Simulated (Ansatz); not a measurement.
# Rb (dhcp type): how the settings move a single-point run

Question: which choices in the input matter for Rb (dhcp type)?

Method: reference: DFT, PBE, PAW with Ansatz's default frozen-core files, scalar-relativistic, in Ansatz 0.2.0.

**1. The system as given**

It takes space group P6_3/mmc (No. 194, hexagonal). The conventional cell has a = 3.998 Å, b = 3.998 Å, c = 13.230 Å, α = 90.00°, β = 90.00°, γ = 120.00°. Around Rb (site symmetry -3m) lie 12 Rb at 4.00 to 4.03 Å. Around Rb (site symmetry -6m2) lie 12 Rb at 4.00 to 4.03 Å.

As a file:

```
CELL_PARAMETERS angstrom
3.99815 0.00000 0.00000
-1.99907 3.46250 0.00000
0.00000 0.00000 13.22989
ATOMIC_POSITIONS crystal
Rb 0.00000 0.00000 0.00000
Rb 0.00000 0.00000 0.50000
Rb 0.33333 0.66667 0.25000
Rb 0.66667 0.33333 0.75000
```

**2. Baseline**

File input.yaml:

```yaml
crystal:
  lattice:
    - [3.9981466362, 0.0, 0.0]
    - [-1.9990733181, 3.462496555, 0.0]
    - [0.0, 0.0, 13.2298921841]
  atoms:
    - { symbol: Rb, position: [0.0, 0.0, 0.0] }
    - { symbol: Rb, position: [0.0, 0.0, 0.5] }
    - { symbol: Rb, position: [0.3333333333, 0.6666666667, 0.25] }
    - { symbol: Rb, position: [0.6666666667, 0.3333333333, 0.75] }
kpoints:
  mp_grid: { grid: [7, 7, 2] }
scf:
  occupations: { method: fermi_dirac, width: 0.1 }
hamiltonian:
  xc: pbe
  pseudopotentials: { kind: paw }
output:
  forces: true
  stress: true
  eigenvalues: true
  populations: true
  write_density: true
  write_potential: true
  elf: true
  volumetric_format: npy
```

Run with:

```sh
> ansatz run input.yaml --threads 1 --pin off --max-ram 3072MiB --backend cpu --events-out ev --progress --plain --runs-dir out
```

**3. Changed: spin_polarized true**

input.yaml, as its differences from that of step 2:

```diff
@@ -22,5 +22,3 @@
   populations: true
-  write_density: true
-  write_potential: true
-  elf: true
-  volumetric_format: npy
+magnetization:
+  spin_polarized: true
```

Before running it: what results should come out? Wanted: for each run, ending; energy change; pressure; gap; force.

**Answer**, as computed:

```tsv
run	ending	energy change	pressure (GPa)	gap (eV)	force (eV/Å)	cycles	time
reference	converged	0	6.4	0.00	0.00	6	4.8 s
1: spin_polarized true	converged	0.0 meV/atom	6.4	0.00	0.00	10	9.7 s
```

Times don't compare one to one where runs were asked for different outputs or read a saved state (see the inputs); cycles may leave out searches for a lower state.

Residual by cycle in the longest SCF loop of each run; runs are numbered as in the table. The quantity is the density residual dr2, in eV.

```tsv
cycle	reference	run 1
1	0.00111	0.252
2	5.3e-4	0.251
3	6.9e-5	0.158
4	9.7e-6	0.00521
5	7.3e-7	6.4e-4
6	5.3e-8	6.9e-5
7	-	1.4e-5
8	-	1.0e-6
9	-	2.5e-7
10	-	1.5e-8
```

**Reading.** With the changed spin polarisation the energy stays within 0.5 meV/atom: no moment was seeded, so none could form, and both runs end non-magnetic.
